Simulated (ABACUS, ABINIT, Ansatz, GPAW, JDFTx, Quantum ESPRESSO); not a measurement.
**One calculation of ZrC, 7 ways**

```
CELL_PARAMETERS angstrom
0.00000 2.36500 2.36500
2.36500 0.00000 2.36500
2.36500 2.36500 0.00000
ATOMIC_POSITIONS crystal
Zr 0.50000 0.50000 0.50000
C 0.00000 0.00000 0.00000
```

Alike in all runs: task single point; functional PBE; k mesh 10 × 10 × 10; occupations fermi-dirac, width 0.05 eV; no spin polarisation; no spin-orbit coupling. Pressure is positive in compression and, in plane waves, holds the error of the finite cutoff, which Ansatz's Pulay term estimates and takes out.

| program and potentials | plane-wave cutoff (eV) | notes | band gap (eV) | pressure (GPa) |
| --- | --- | --- | --- | --- |
| ABINIT, JTH PAW PBE v2.0 | 517 | - | no gap | -3.10 |
| Ansatz, all-electron LAPW, scalar-relativistic | - | - | no gap | -2.86 |
| Ansatz, Ansatz PAW (earlier soft set) | 420 | Pulay term of +0.11 GPa included | no gap | -2.86 |
| GPAW, GPAW PAW data sets (gpaw-data 1.2.1) | 800 | - | no gap | -3.84 |
| JDFTx, PseudoDojo-SR-PBE-0.5-standard | 1116 | - | no gap | -2.80 |
| ABACUS, PseudoDojo NC SR 0.4.1 PBE standard, plane waves | 1116 | - | no gap | -2.80 |
| Quantum ESPRESSO, SSSP 1.3 efficiency PBE | 748 | - | no gap | -3.06 |

None finds a gap. The pressure spans -3.84 (GPAW, GPAW PAW data sets (gpaw-data 1.2.1)) to -2.80 GPa (JDFTx, PseudoDojo-SR-PBE-0.5-standard), with all-electron results at -2.86.

The functional is the same throughout but for its coding, so the spread measures potentials, basis and numerics; runs on potential files found faulty are left out.
